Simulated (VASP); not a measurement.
# WS2 (R3m) in VASP: notebook, part 2 of 3

VASP 6.6.1. The steps go on from the part before.

### 4 Single point, r2SCAN

INCAR

```
  ADDGRID = F
  ALGO = Normal
  EDIFF = 1E-6
  ENCUT = 500
  ISIF = 2
  ISMEAR = 0
  LASPH = T
  LCHARG = F
  LMIXTAU = T
  LREAL = F
  LWAVE = F
  METAGGA = R2SCAN
  NELM = 100
  PREC = Accurate
  SIGMA = 0.05
```

KPOINTS

```
k-points
0
Gamma
  4 4 4
```

POSCAR

```
WS2
1.0
    1.5790000000      0.9116360751      6.1633333333
   -1.5790000000      0.9116360751      6.1633333333
    0.0000000000     -1.8232721501      6.1633333333
W S
1 2
Direct
    0.0000000000      0.0000000000      0.0000000000
    0.5810000000      0.5810000000      0.5810000000
    0.7503000000      0.7503000000      0.7503000000
```

Potentials or basis: VASP PAW PBE potentials, release 64 (W_sv, S).

Launch:

```console
$ cat potpaw_PBE.64/W_sv/POTCAR potpaw_PBE.64/S/POTCAR > POTCAR
$ mpirun -np 1 vasp_std > vasp.out
```

OUTCAR:

```text
EDIFF = 1E-6
   ENCUT = 500
   ISIF = 2
   ISMEAR = 0
   LASPH = T
   LREAL = F
   METAGGA = R2SCAN
   NELM = 100
   PREC = Accurate

 Found     13 irreducible k-points:

 Following reciprocal coordinates:
            Coordinates               Weight
  0.000000  0.000000  0.000000      1.000000
  0.250000  0.000000  0.000000      6.000000
  0.500000  0.000000  0.000000      3.000000
  0.250000  0.250000  0.000000      6.000000
  0.500000  0.250000  0.000000     12.000000
 -0.250000  0.250000  0.000000      6.000000
   k-points           NKPTS =     13   k-points in BZ     NKDIM =     13   number of bands    NBANDS=     17
   number of dos      NEDOS =    301   number of ions     NIONS =      3
   total plane-waves  NPLWV = 110592
   dimension x,y,z NGX =    48 NGY =   48 NGZ =   48
   dimension x,y,z NGXF=    96 NGYF=   96 NGZF=   96
   ions per type =               1   2
   NGX,Y,Z   is equivalent  to a cutoff of  12.42, 12.42, 12.42 a.u.
   NGXF,Y,Z  is equivalent  to a cutoff of  24.83, 24.83, 24.83 a.u.
 SYSTEM =  unknown system
   PREC   = accura    normal or accurate (medium, high low for compatibility)
   ISTART =      0    job   : 0-new  1-cont  2-samecut
   ICHARG =      2    charge: 1-file 2-atom 10-const
   ISPIN  =      1    spin polarized calculation?
   LNONCOLLINEAR =      F non collinear calculations
   LSORBIT =      F    spin-orbit coupling
   LASPH  =      T    aspherical Exc in radial PAW
   ENCUT  =  500.0 eV  36.75 Ry    6.06 a.u.  11.72 11.72 11.72*2*pi/ulx,y,z
   NELM   =    100;   NELMIN=  2; NELMDL= -5     # of ELM steps
   EDIFF  = 0.1E-05   stopping-criterion for ELM
   LREAL  =      F    real-space projection
   EDIFFG = 0.1E-04   stopping-criterion for IOM
   NSW    =      0    number of steps for IOM
   IBRION =     -1    ionic relax: 0-MD 1-quasi-New 2-CG
   NFREE  =      0    steps in history (QN), initial steepest desc. (CG)
   ISIF   =      2    stress and relaxation
   ISYM   =      2    0-nonsym 1-usesym 2-fastsym
   POTIM  = 0.5000    time-step for ionic-motion
   TEBEG  =    0.0;   TEEND  =   0.0 temperature during run
   PSTRESS=    0.0 pullay stress
   NELECT =      26.0000    total number of electrons
   NUPDOWN=      -1.0000    fix difference up-down
   EMIN   =  10.00;   EMAX   =-10.00  energy-range for DOS
   EFERMI =   0.00;   METHOD = LEGACY
   ISMEAR =     0;   SIGMA  =   0.05  broadening in eV -4-tet -1-fermi 0-gaus
   EFERMI_NEDOS =   21; number of points for ismear=-14 and -15
   IALGO  =     38    algorithm
   IMIX   =      4    mixing-type and parameters
     AMIX     =   0.40;   BMIX     =  1.00
     AMIX_MAG =   1.60;   BMIX_MAG =  1.00
  volume/ion in A,a.u.               =      17.74       119.74
  Fermi-wavevector in a.u.,A,eV,Ry     =   1.289266  2.436359 22.615687  1.662206
  Thomas-Fermi vector in A             =   2.421169
   LORBIT       =      0    0 simple, 1 ext, 2 COOP (PROOUT), +10 PAW based schemes
   METAGGA = R2SCAN    functional components
   LHFCALC =     F    Hartree Fock is set to
   AEXX    =    0.0000 exact exchange contribution
   IVDW    =     0    specifies the selected vdW correction
   LEPSILON=     F    determine dielectric tensor
   LRPA    =     F    only Hartree local field effects (RPA)
 non-spin polarized calculation
 Gauss-broadening in eV      SIGMA  =   0.05
  energy-cutoff  :      500.00
  volume of cell :       53.23
 maximum number of plane-waves:      1368
 NGX is ok and might be reduce to    48
   NGX = 23   NGY = 23   NGZ = 23

 number of electron      26.0000001 magnetization

 Free energy of the ion-electron system (eV)
  ---------------------------------------------------
  ext. energy  EPLUGINS =         0.00000000
  ---------------------------------------------------
  free energy    TOTEN  =       -70.09829515 eV

  energy without entropy =      -70.09829515  energy(sigma->0) =      -70.09829515

 E-fermi :   7.7820     XC(G=0): -11.6650

 val. band max:        7.3818546370   @ k =   0.5000   0.5000   0.5000
 cond. band min:       8.8761740885   @ k =   0.2500   0.0000   0.0000
 fundamental gap:      1.4943194515
 Fermi energy:         7.7820107299

 k-point     1 :       0.0000    0.0000    0.0000
  band No.  band energies     occupation
      1     -69.2289      2.00000
      2     -32.8390      2.00000
      3     -32.6574      2.00000
      4     -32.6574      2.00000
      5      -9.0336      2.00000
      6      -6.9684      2.00000
[... 9 lines left out ...]
     16      10.0441      0.00000
     17      10.0441      0.00000

 k-point     2 :       0.2500    0.0000    0.0000
  band No.  band energies     occupation
      1     -69.2182      2.00000
      2     -32.8533      2.00000
      3     -32.8023      2.00000
      4     -32.7030      2.00000
      5      -8.0264      2.00000
      6      -6.6827      2.00000
[... 9 lines left out ...]
     16      10.4939      0.00000
     17      10.9504      0.00000

 k-point     3 :       0.5000    0.0000    0.0000
  band No.  band energies     occupation
      1     -69.2076      2.00000
      2     -33.0430      2.00000
      3     -32.7653      2.00000
      4     -32.7482      2.00000
      5      -6.6964      2.00000
      6      -6.3315      2.00000
[... 9 lines left out ...]
     16      11.3179      0.00000
     17      11.4460      0.00000

 k-point     4 :       0.2500    0.2500    0.0000
  band No.  band energies     occupation
      1     -69.2182      2.00000
      2     -32.8533      2.00000
      3     -32.8023      2.00000
      4     -32.7030      2.00000
      5      -7.9905      2.00000
      6      -6.7421      2.00000
[... 9 lines left out ...]
     16      10.4737      0.00000
     17      11.1321      0.00000

 k-point     5 :       0.5000    0.2500    0.0000
  band No.  band energies     occupation
      1     -69.2075      2.00000
      2     -32.9720      2.00000
      3     -32.8219      2.00000
      4     -32.7654      2.00000
      5      -6.6942      2.00000
      6      -6.3478      2.00000
[... 9 lines left out ...]
     16      10.4926      0.00000
     17      12.2354      0.00000

 k-point     6 :      -0.2500    0.2500    0.0000
  band No.  band energies     occupation
      1     -69.2075      2.00000
      2     -32.9720      2.00000
      3     -32.8219      2.00000
      4     -32.7654      2.00000
      5      -6.7427      2.00000
      6      -6.2915      2.00000
[... 9 lines left out ...]
     16      10.3776      0.00000
     17      12.3397      0.00000

 [... further k-points ...]
[... 5 lines left out ...]
  --------------------------------------------------------------------------------------
  -------------------------------------------------------------------------------------
  Total        0.9333066      0.9333066      0.4801841      0.0000000      0.0000000      0.0000000
  in kB       28.0908180     28.0908180     14.4526599      0.0000000      0.0000000      0.0000000
  external PRESSURE =      23.5447653 kB  Pullay stress =       0.0000000 kB

 VOLUME and BASIS-vectors are now :
 -----------------------------------------------------------------------------
  energy-cutoff  :      500.00
  volume of cell :       53.23
      direct lattice vectors                 reciprocal lattice vectors
     1.579000000  0.911636075  6.163333333     0.316656111  0.182821491  0.054083288
    -1.579000000  0.911636075  6.163333333    -0.316656111  0.182821491  0.054083288
     0.000000000 -1.823272150  6.163333333     0.000000000 -0.365642982  0.054083288

 POSITION                                       TOTAL-FORCE (eV/Angst)
 -----------------------------------------------------------------------------------
      0.00000      0.00000      0.00000         0.000000     -0.000000     -0.610185
      0.00000      0.00000     10.74269         0.000000      0.000000      0.401735
      0.00000      0.00000     13.87305         0.000000      0.000000      0.208449
 -----------------------------------------------------------------------------------
    total drift:                                0.000000     -0.000000     -0.000103

  FREE ENERGIE OF THE ION-ELECTRON SYSTEM (eV)
  ---------------------------------------------------
  free  energy   TOTEN  =       -70.0982951521 eV

  energy  without entropy=      -70.0982951521  energy(sigma->0) =      -70.09829515
```

OSZICAR:

```text
N       E                     dE             d eps       ncg     rms          rms(c)
DAV:   1     0.143408981566E+03    0.14341E+03   -0.13555E+04   442   0.151E+03
DAV:   2    -0.684381533471E+02   -0.21185E+03   -0.20661E+03   554   0.384E+02
DAV:   3    -0.774599216391E+02   -0.90218E+01   -0.89936E+01   552   0.739E+01
DAV:   4    -0.775764817264E+02   -0.11656E+00   -0.11636E+00   537   0.919E+00
DAV:   5    -0.775784826864E+02   -0.20010E-02   -0.20006E-02   599   0.126E+00    0.290E+01
DAV:   6    -0.721293341308E+02    0.54491E+01   -0.67299E+00   496   0.259E+01    0.111E+01
DAV:   7    -0.695283402981E+02    0.26010E+01   -0.21087E+00   524   0.953E+00    0.422E+00
DAV:   8    -0.700668889818E+02   -0.53855E+00   -0.93013E-01   447   0.716E+00    0.286E+00
DAV:   9    -0.700937381413E+02   -0.26849E-01   -0.94416E-02   495   0.230E+00    0.468E-01
DAV:  10    -0.700923025740E+02    0.14356E-02   -0.29121E-02   487   0.136E+00    0.333E-01
DAV:  11    -0.700977365062E+02   -0.54339E-02   -0.50164E-03   471   0.652E-01    0.102E-01
DAV:  12    -0.700981922092E+02   -0.45570E-03   -0.99698E-04   505   0.286E-01    0.564E-02
DAV:  13    -0.700980100593E+02    0.18215E-03   -0.69564E-04   451   0.235E-01    0.479E-02
DAV:  14    -0.700982875826E+02   -0.27752E-03   -0.39330E-04   448   0.172E-01    0.177E-02
DAV:  15    -0.700982939252E+02   -0.63425E-05   -0.86407E-06   555   0.271E-02    0.380E-03
DAV:  16    -0.700982951123E+02   -0.11871E-05   -0.13560E-06   252   0.113E-02    0.531E-03
DAV:  17    -0.700982951521E+02   -0.39795E-07   -0.49709E-07   230   0.705E-03
   1 F= -.70098295E+02 E0= -.70098295E+02  d E =-.672467E-31
```

Run time: 2.3 min. Hardware: 1 thread of Intel Xeon Platinum 8488C (Sapphire Rapids), shared host; peak memory 0.35 GiB.

These settings aren't checked as converged: the numbers below hold their error.

Results:

* Free energy: -70.0983 eV
* Pressure: 2.4 GPa
* Largest force: 0.610 eV/Å
* Band gap on the k mesh: 1.49 eV, indirect (least direct gap 2.44 eV)

Caveat: the k mesh is coarse (spacing up to 0.58 Å⁻¹), so the values aren't converged; the PAW data sets were made with another functional, which shifts forces and pressure a little; spin-orbit coupling is left out, which moves the levels of the heavy elements.

### 5 Single point, r2SCAN

INCAR: that of step 4 with these lines changed.

```diff
@@ -3,3 +3,3 @@
   EDIFF = 1E-6
-  ENCUT = 500
+  ENCUT = 350
   ISIF = 2
```

KPOINTS

```
k-points
0
Gamma
  5 5 5
```

POSCAR is that of step 4.

Potentials or basis: VASP PAW PBE potentials, release 64 (W_sv, S).

Launch:

```console
$ cat potpaw_PBE.64/W_sv/POTCAR potpaw_PBE.64/S/POTCAR > POTCAR
$ mpirun -np 1 vasp_std > vasp.out
```

OUTCAR:

```text
EDIFF = 1E-6
   ENCUT = 350
   ISIF = 2
   ISMEAR = 0
   LASPH = T
   LREAL = F
   METAGGA = R2SCAN
   NELM = 100
   PREC = Accurate

 Found     19 irreducible k-points:

 Following reciprocal coordinates:
            Coordinates               Weight
  0.000000  0.000000  0.000000      1.000000
  0.200000 -0.000000  0.000000      6.000000
  0.400000  0.000000 -0.000000      6.000000
  0.200000  0.200000  0.000000      6.000000
  0.400000  0.200000  0.000000     12.000000
 -0.400000  0.200000  0.000000     12.000000
   k-points           NKPTS =     19   k-points in BZ     NKDIM =     19   number of bands    NBANDS=     17
   number of dos      NEDOS =    301   number of ions     NIONS =      3
   total plane-waves  NPLWV =  64000
   dimension x,y,z NGX =    40 NGY =   40 NGZ =   40
   dimension x,y,z NGXF=    80 NGYF=   80 NGZF=   80
   ions per type =               1   2
   NGX,Y,Z   is equivalent  to a cutoff of  10.35, 10.35, 10.35 a.u.
   NGXF,Y,Z  is equivalent  to a cutoff of  20.69, 20.69, 20.69 a.u.
 SYSTEM =  unknown system
   PREC   = accura    normal or accurate (medium, high low for compatibility)
   ISTART =      0    job   : 0-new  1-cont  2-samecut
   ICHARG =      2    charge: 1-file 2-atom 10-const
   ISPIN  =      1    spin polarized calculation?
   LNONCOLLINEAR =      F non collinear calculations
   LSORBIT =      F    spin-orbit coupling
   LASPH  =      T    aspherical Exc in radial PAW
   ENCUT  =  350.0 eV  25.72 Ry    5.07 a.u.   9.80  9.80  9.80*2*pi/ulx,y,z
   NELM   =    100;   NELMIN=  2; NELMDL= -5     # of ELM steps
   EDIFF  = 0.1E-05   stopping-criterion for ELM
   LREAL  =      F    real-space projection
   EDIFFG = 0.1E-04   stopping-criterion for IOM
   NSW    =      0    number of steps for IOM
   IBRION =     -1    ionic relax: 0-MD 1-quasi-New 2-CG
   NFREE  =      0    steps in history (QN), initial steepest desc. (CG)
   ISIF   =      2    stress and relaxation
   ISYM   =      2    0-nonsym 1-usesym 2-fastsym
   POTIM  = 0.5000    time-step for ionic-motion
   TEBEG  =    0.0;   TEEND  =   0.0 temperature during run
   PSTRESS=    0.0 pullay stress
   NELECT =      26.0000    total number of electrons
   NUPDOWN=      -1.0000    fix difference up-down
   EMIN   =  10.00;   EMAX   =-10.00  energy-range for DOS
   EFERMI =   0.00;   METHOD = LEGACY
   ISMEAR =     0;   SIGMA  =   0.05  broadening in eV -4-tet -1-fermi 0-gaus
   EFERMI_NEDOS =   21; number of points for ismear=-14 and -15
   IALGO  =     38    algorithm
   IMIX   =      4    mixing-type and parameters
     AMIX     =   0.40;   BMIX     =  1.00
     AMIX_MAG =   1.60;   BMIX_MAG =  1.00
  volume/ion in A,a.u.               =      17.74       119.74
  Fermi-wavevector in a.u.,A,eV,Ry     =   1.289266  2.436359 22.615687  1.662206
  Thomas-Fermi vector in A             =   2.421169
   LORBIT       =      0    0 simple, 1 ext, 2 COOP (PROOUT), +10 PAW based schemes
   METAGGA = R2SCAN    functional components
   LHFCALC =     F    Hartree Fock is set to
   AEXX    =    0.0000 exact exchange contribution
   IVDW    =     0    specifies the selected vdW correction
   LEPSILON=     F    determine dielectric tensor
   LRPA    =     F    only Hartree local field effects (RPA)
 non-spin polarized calculation
 Gauss-broadening in eV      SIGMA  =   0.05
  energy-cutoff  :      350.00
  volume of cell :       53.23
 maximum number of plane-waves:       802
   NGX = 19   NGY = 19   NGZ = 19

 number of electron      26.0000004 magnetization

 Free energy of the ion-electron system (eV)
  ---------------------------------------------------
  ext. energy  EPLUGINS =         0.00000000
  ---------------------------------------------------
  free energy    TOTEN  =       -70.04480162 eV

  energy without entropy =      -70.04480162  energy(sigma->0) =      -70.04480162

 E-fermi :   7.7024     XC(G=0): -11.6656

 val. band max:        7.3227172294   @ k =   0.4000   0.4000   0.4000
 cond. band min:       8.5624275901   @ k =  -0.2000   0.2000   0.0000
 fundamental gap:      1.2397103607
 Fermi energy:         7.7023824874

 k-point     1 :       0.0000    0.0000    0.0000
  band No.  band energies     occupation
      1     -69.2519      2.00000
      2     -32.8612      2.00000
      3     -32.6794      2.00000
      4     -32.6794      2.00000
      5      -9.0330      2.00000
      6      -6.9639      2.00000
[... 9 lines left out ...]
     16      10.0428      0.00000
     17      10.0428      0.00000

 k-point     2 :       0.2000   -0.0000    0.0000
  band No.  band energies     occupation
      1     -69.2443      2.00000
      2     -32.8359      2.00000
      3     -32.8152      2.00000
      4     -32.7109      2.00000
      5      -8.3593      2.00000
      6      -6.7729      2.00000
[... 9 lines left out ...]
     16      10.1596      0.00000
     17      10.6748      0.00000

 k-point     3 :       0.4000    0.0000   -0.0000
  band No.  band energies     occupation
      1     -69.2324      2.00000
      2     -33.0289      2.00000
      3     -32.7946      2.00000
      4     -32.7616      2.00000
      5      -6.9922      2.00000
      6      -6.4016      2.00000
[... 9 lines left out ...]
     16      11.2066      0.00000
     17      11.3855      0.00000

 k-point     4 :       0.2000    0.2000    0.0000
  band No.  band energies     occupation
      1     -69.2444      2.00000
      2     -32.8359      2.00000
      3     -32.8152      2.00000
      4     -32.7110      2.00000
      5      -8.3355      2.00000
      6      -6.8160      2.00000
[... 9 lines left out ...]
     16      10.1701      0.00000
     17      10.7838      0.00000

 k-point     5 :       0.4000    0.2000    0.0000
  band No.  band energies     occupation
      1     -69.2347      2.00000
      2     -32.9544      2.00000
      3     -32.8025      2.00000
      4     -32.7874      2.00000
      5      -7.2676      2.00000
      6      -6.5181      2.00000
[... 9 lines left out ...]
     16      10.3966      0.00000
     17      11.9227      0.00000

 k-point     6 :      -0.4000    0.2000    0.0000
  band No.  band energies     occupation
      1     -69.2287      2.00000
      2     -33.0203      2.00000
      3     -32.8533      2.00000
      4     -32.7819      2.00000
      5      -6.4746      2.00000
      6      -6.2382      2.00000
[... 9 lines left out ...]
     16      10.5833      0.00000
     17      12.2171      0.00000

 [... further k-points ...]
[... 5 lines left out ...]
  --------------------------------------------------------------------------------------
  -------------------------------------------------------------------------------------
  Total        1.0209536      1.0209536      0.6175975      0.0000000      0.0000000     -0.0000000
  in kB       30.7288305     30.7288305     18.5885534      0.0000000      0.0000000     -0.0000000
  external PRESSURE =      26.6820715 kB  Pullay stress =       0.0000000 kB

 VOLUME and BASIS-vectors are now :
 -----------------------------------------------------------------------------
  energy-cutoff  :      350.00
  volume of cell :       53.23
      direct lattice vectors                 reciprocal lattice vectors
     1.579000000  0.911636075  6.163333333     0.316656111  0.182821491  0.054083288
    -1.579000000  0.911636075  6.163333333    -0.316656111  0.182821491  0.054083288
     0.000000000 -1.823272150  6.163333333     0.000000000 -0.365642982  0.054083288

 POSITION                                       TOTAL-FORCE (eV/Angst)
 -----------------------------------------------------------------------------------
      0.00000      0.00000      0.00000         0.000000     -0.000000     -0.617915
      0.00000      0.00000     10.74269         0.000000      0.000000      0.340203
      0.00000      0.00000     13.87305         0.000000      0.000000      0.277713
 -----------------------------------------------------------------------------------
    total drift:                                0.000000     -0.000000      0.000007

  FREE ENERGIE OF THE ION-ELECTRON SYSTEM (eV)
  ---------------------------------------------------
  free  energy   TOTEN  =       -70.0448016209 eV

  energy  without entropy=      -70.0448016209  energy(sigma->0) =      -70.04480162
```

It took 98 s on 1 thread of Intel Xeon Platinum 8488C (Sapphire Rapids), shared host; peak memory 0.24 GiB.

The run converged, but some of its settings lie outside the range that counts as converged, so its numbers aren't taken as properties of the crystal.

Results:

- Free energy: -70.0448 eV
- Pressure: 2.7 GPa
- Largest force: 0.618 eV/Å
- Band gap on the k mesh: 1.24 eV, indirect (least direct gap 2.48 eV)

Caveat: the k mesh is coarse (spacing up to 0.46 Å⁻¹), so the values aren't converged; the PAW data sets were made with another functional, which shifts forces and pressure a little; spin-orbit coupling is left out, which moves the levels of the heavy elements; an odd mesh through Γ misses points on the zone boundary, where band edges often lie.

(Part 2 of 3 ends here.)
